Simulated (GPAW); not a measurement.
**GPAW run on InN (P6_3mc, 8 atoms in the cell): self-consistent single point**

Method: PBE, GPAW PAW datasets PBE (gpaw-data 1.0.1) (plane waves; GPAW 25.7.0).

Input:

```python
from ase import Atoms
from ase.units import GPa
from gpaw import GPAW, PW, FermiDirac

atoms = Atoms(['In', 'In', 'In', 'In', 'N', 'N', 'N', 'N'],
              cell=[[3.400621, 0.000000, 0.000000],
                    [-1.700311, 2.945024, 0.000000],
                    [0.000000, 0.000000, 11.132762]],
              positions=[[0.000000, 0.000000, 0.000000],
                         [0.000000, 0.000000, 5.566381],
                         [1.700312, 0.981674, 8.351575],
                         [-0.000002, 1.963350, 2.785194],
                         [0.000000, 0.000000, 9.041584],
                         [0.000000, 0.000000, 3.475203],
                         [1.700312, 0.981674, 6.270974],
                         [-0.000002, 1.963350, 0.704593]],
              pbc=True)

calc = GPAW(mode=PW(900),
            xc='PBE',
            kpts=(9, 9, 3),
            occupations=FermiDirac(0.1),
            nbands=-14,
            convergence={'density': 1e-05},
            symmetry={'symmorphic': False, 'tolerance': 0.0005},
            maxiter=120,
            txt='-')

atoms.calc = calc

energy = atoms.get_potential_energy()
print('Energy (eV):', round(energy, 6))
forces = atoms.get_forces()
print('Forces (eV/Ang):')
print(forces.round(5))
stress = atoms.get_stress()
print('Stress (GPa, Voigt):', (stress / GPa).round(4))
```

Output, abridged:

```
Input parameters:
  convergence: {density: 1e-05}
  kpts: [9 9 3]
  maxiter: 120
  mode: {ecut: 900.0000000000001,
         name: pw}
  nbands: -14
  occupations: {fixmagmom: False,
                name: fermi-dirac,
                width: 0.1}
  symmetry: {symmorphic: False,
             tolerance: 0.0005}
  xc: PBE

species:
  In:
    name: Indium
    Z: 49.0
    valence: 13
    core: 36
    charge: 0.0
    file: In.PBE.gz

    # Using partial waves for In as LCAO basis

  N:
    name: Nitrogen
    Z: 7.0
    valence: 5
    core: 2
    charge: 0.0
    file: N.PBE.gz

    # Using partial waves for N as LCAO basis

Reference energy: -645828.564658  # eV

Spin-paired calculation

Convergence criteria:
 Maximum [total energy] change in last 3 cyles: 0.0005 eV / valence electron
 Maximum integral of absolute [dens]ity change: 1e-05 electrons / valence electron
 Maximum integral of absolute [eigenst]ate change: 4e-08 eV^2 / valence electron
 Maximum number of scf [iter]ations: 120

Symmetries present (total): 12
Symmetries with fractional translations: 6
243 k-points: 9 x 9 x 3 Monkhorst-Pack grid
24 k-points in the irreducible part of the Brillouin zone
       k-points in crystal coordinates                weights
   0:     0.00000000    0.00000000    0.00000000          1/243
   1:     0.00000000    0.00000000    0.33333333          2/243
   2:     0.11111111    0.00000000    0.00000000          6/243
   [... 7 lines left out ...]
          ...
  23:     0.44444444    0.44444444    0.33333333         12/243

Wave functions: Plane wave expansion
  Cutoff energy: 900.000 eV
  Number of coefficients (min, max): 6816, 6873
  Pulay-stress correction: 0.000000 eV/Ang^3 (de/decut=0.000000)

Occupation numbers: Fermi-Dirac:
  width: 0.1000  # eV

Eigensolver

Densities:
  Coarse grid: 24*24*80 grid
  Fine grid: 48*48*160 grid
  Total Charge: 0.000000

Density mixing:
  Method: separate
  Backend: pulay
  Linear mixing parameter: 0.05
  old densities: 5
  Damping of long wavelength oscillations: 50

Hamiltonian:
  XC and Coulomb potentials evaluated on a 48*48*160 grid
  External potential:
    NoExternalPotential

XC parameters: PBE with 2 nearest neighbor stencil

Number of atoms: 8
Number of atomic orbitals: 52
Number of bands in calculation: 50
Number of valence electrons: 72
Bands to converge: occupied

Density initialized from atomic densities
  50 bands from LCAO basis set

Atomic positions and initial magnetic moments

Positions:
   0 In     0.000000    0.000000    0.000000    ( 0.0000,  0.0000,  0.0000)
   1 In     0.000000    0.000000    5.566381    ( 0.0000,  0.0000,  0.0000)
   2 In     1.700312    0.981674    8.351575    ( 0.0000,  0.0000,  0.0000)
   3 In    -0.000002    1.963350    2.785194    ( 0.0000,  0.0000,  0.0000)
   4 N      0.000000    0.000000    9.041584    ( 0.0000,  0.0000,  0.0000)
   5 N      0.000000    0.000000    3.475203    ( 0.0000,  0.0000,  0.0000)
   6 N      1.700312    0.981674    6.270974    ( 0.0000,  0.0000,  0.0000)
   7 N     -0.000002    1.963350    0.704593    ( 0.0000,  0.0000,  0.0000)

Unit cell:
           periodic     x           y           z      points  spacing
  1. axis:    yes    3.400621    0.000000    0.000000    24     0.1227
  2. axis:    yes   -1.700311    2.945024    0.000000    24     0.1227
  3. axis:    yes    0.000000    0.000000   11.132762    80     0.1392

  Lengths:   3.400621   3.400621  11.132762
  Angles:   90.000000  90.000000 120.000009

Effective grid spacing dv^(1/3) = 0.1342

     iter     time        total  log10-change:
                         energy   eigst   dens
iter:   1 --:--:--   -52.012191
iter:   2 --:--:--   -49.441377   -1.46  -0.88
iter:   3 --:--:--   -43.132634   -0.70  -0.93
iter:   4 --:--:--   -43.037665   -1.71  -1.37
iter:   5 --:--:--   -43.001805   -2.57  -1.52
iter:   6 --:--:--   -42.992203   -3.25  -2.54
iter:   7 --:--:--   -42.997284c  -4.32  -2.68
iter:   8 --:--:--   -42.990521c  -3.68  -2.54
iter:   9 --:--:--   -42.991032c  -4.35  -3.05
iter:  10 --:--:--   -42.990621c  -4.38  -3.15
iter:  11 --:--:--   -42.990515c  -5.20  -3.32
iter:  12 --:--:--   -42.990514c  -6.48  -3.78
iter:  13 --:--:--   -42.990472c  -6.58  -3.81
iter:  14 --:--:--   -42.990454c  -6.95  -3.89
iter:  15 --:--:--   -42.990445c  -7.13  -3.94
iter:  16 --:--:--   -42.990442c  -7.51c -4.00
iter:  17 --:--:--   -42.990442c  -7.27  -4.06
iter:  18 --:--:--   -42.990442c  -7.26  -4.10
iter:  19 --:--:--   -42.990442c  -7.27  -4.18
iter:  20 --:--:--   -42.990443c  -8.08c -4.30
iter:  21 --:--:--   -42.990442c  -7.38  -4.34
iter:  22 --:--:--   -42.990441c  -8.65c -4.77
iter:  23 --:--:--   -42.990441c  -8.83c -4.83
iter:  24 --:--:--   -42.990441c  -8.42c -4.93
iter:  25 --:--:--   -42.990441c  -9.54c -5.50c

Converged after 25 iterations.

Dipole moment: (-0.000000, 0.000000, -2.124450) |e|*Ang

Energy contributions relative to reference atoms: (reference = -645828.564658)

Kinetic:       +164.239610
Potential:     -143.543697
External:        +0.000000
XC:             -64.223245
Entropy (-ST):   -0.003968
Local:           +0.538874
SIC:             +0.000000
--------------------------
Free energy:    -42.992425
Extrapolated:   -42.990441

Showing only first 2 kpts
 Kpt  Band  Eigenvalues  Occupancy
  0    34      7.89693    1.88063
  0    35      7.93520    1.82971
  0    36      7.93521    1.82970
  0    37     10.35872    0.00000

  1    34      7.86335    1.91321
  1    35      7.86335    1.91320
  1    36      8.84306    0.00245
  1    37      9.72214    0.00000

Fermi level: 8.17265

No gap
No difference between direct/indirect transitions
Energy (eV): -42.990441

Forces in eV/Ang:
  0 In    0.00000   -0.00000    0.03426
  1 In   -0.00000    0.00000    0.03426
  2 In    0.00000    0.00000   -0.01313
  3 In    0.00000   -0.00000   -0.01313
  4 N    -0.00000    0.00000    0.10469
  5 N    -0.00000   -0.00000    0.10469
  6 N     0.00000   -0.00000   -0.12582
  7 N     0.00000    0.00000   -0.12582

Stress tensor:
    -0.148062    -0.000000    -0.000000
    -0.000000    -0.148062     0.000000
    -0.000000     0.000000    -0.141551
Stress (GPa, Voigt): [-23.7221 -23.7221 -22.679    0.      -0.      -0.    ]
```

The run converged in 25 iterations. GPAW prints stress with tension positive.

At such cutoffs GPAW's stress carries a finite-basis (Pulay) error, which enters relaxed cells too; its log prints stress with tension positive.

The starting cell was generated: these elements placed on a structure prototype, without a prior relaxation; it need not be a known phase or ordering of this composition. Its lattice was rescaled by a random factor within 2.5 % of one. The run gives no clean gap (levels at the Fermi energy touch, overlap or are partly filled at this smearing), which alone does not show that the compound is a metal.

Cost on one core of a shared machine: roughly 8 min.
